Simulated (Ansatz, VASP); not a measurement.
Sr in VASP and in Ansatz

```
Sr
1.0
     4.29368   -0.00650    0.00053
    -2.15248    3.63202   -0.00041
     0.00086   -0.00027    7.13950
Sr
2
Direct
  0.28105 0.60153 0.27319
  0.62386 0.29185 0.77319
```

Alike in both runs: functional PBE; k mesh 6 × 6 × 3; occupations fermi-dirac, width 0.05 eV; no spin polarisation.

Ansatz relaxed the structure, and its values are those at the end. VASP's run is a single point on that final structure, the one shown.

|  | VASP | Ansatz |
| --- | --- | --- |
| version | VASP 6.6.1 | Ansatz 0.2.0 |
| potentials or method | VASP PAW PBE potentials, release 64 (Sr_sv) | PAW with Ansatz's default frozen-core files, scalar-relativistic |
| plane-wave cutoff (eV) | 520 | 420 |
| valence electrons in the cell | 20 | 20 |

```csv
,VASP,Ansatz,Ansatz less VASP
pressure (GPa),0.0,0.0,0.00
```

Ansatz warned: «gradients_without_spin_orbit».
